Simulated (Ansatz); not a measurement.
# WC: the cost of one run

Computed with Ansatz 0.2.0 (DFT PBE, scalar-relativistic, plane waves, PAW, unless a step's input says otherwise).

## (1) The structure to begin with

It takes space group P-6m2 (No. 187, hexagonal). The conventional cell has a = 2.901 Å, b = 2.901 Å, c = 2.829 Å, α = 90.00°, β = 90.00°, γ = 120.00°. Around W (site symmetry -6m2) lie 6 C at 2.19 Å. Around C (site symmetry -6m2) lie 6 W at 2.19 Å.

As a file:

```
CELL_PARAMETERS angstrom
2.90050 0.00000 0.00000
-1.45025 2.51191 0.00000
0.00000 0.00000 2.82900
ATOMIC_POSITIONS crystal
W 0.00000 0.00000 0.00000
C 0.66667 0.33333 0.50000
```

No relaxation comes first: the listed cell is the starting point.

## (2) Zero of energy

Reference values: F = -10636.0493 eV; pressure 8.45 GPa; largest force 0.000 eV/Å; gap on the mesh none (metal). It was computed beforehand with the settings of the runs below.

## (3) Next: an energy map of one atom

Atom 1 (W) is moved by p along (0.707, 0.707, 0.000) and q along (0.000, 0.000, 1.000) (Å), all else fixed; its images in the other cells move with it. Points alike by symmetry are run once.

## (4) Point p = -0.450, q = -0.450

Contents of input.yaml:

```yaml
crystal:
  lattice:
    - [2.900501436, 0.0, 0.0]
    - [-1.450250718, 2.5119079273, 0.0]
    - [0.0, 0.0, 2.829]
  atoms:
    - { symbol: W, position: [-0.1730424181, -0.1266758419, -0.1590668081] }
    - { symbol: C, position: [0.6666666667, 0.3333333333, 0.5] }
basis:
  ecutwfc: 420
kpoints:
  mp_grid: { grid: [18, 18, 16] }
hamiltonian:
  xc: pbe
scf:
  occupations: { method: gaussian, width: 0.15 }
output:
  forces: true
  stress: true
  eigenvalues: true
```

Started as:

```
> ansatz run input.yaml --threads 1 --pin off --max-ram 2560MiB --backend cpu --events-out ev --progress --plain --runs-dir out
```

What time and memory should one allow on 1 thread of Intel Xeon Platinum 8488C (Sapphire Rapids), shared host?

About 42 s, with a peak of 1.2 GiB.
